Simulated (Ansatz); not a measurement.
Crystal: Ti.

```
Ti
1.0
    -1.64100    1.64100    1.64100
     1.64100   -1.64100    1.64100
     1.64100    1.64100   -1.64100
Ti
1
Direct
  0.00000 0.00000 0.00000
```

This isn't the form of Ti at room conditions, which is hcp.

Program: Ansatz 0.2.0. Alike in all runs: potentials or basis Ansatz PAW; no spin polarisation; cell as given; cutoff (eV) 420; smearing fermi-dirac 0.05 eV. Hardware: 2 threads of Intel(R) Xeon(R) Processor @ 2.70GHz, with other jobs on the host.

Task: Order these runs on this cell by their wall time, lowest first.
A. task single point; level B3LYP; k mesh 6 × 6 × 6; mesh quality coarse
B. task band structure; level HSEsol; k mesh 6 × 6 × 6; points for each segment of the path 4; mesh quality coarse
C. task band structure; level BLYP; k mesh 11 × 11 × 11; points for each segment of the path 14; mesh quality not flagged
D. task single point; level PBE0; k mesh 6 × 6 × 6; mesh quality coarse

Result: C (0.95 s), D (13 s), A (29 s), B (62 s).

Caveats: some runs use coarse meshes.

Runs at the PBE level aren't shown here.
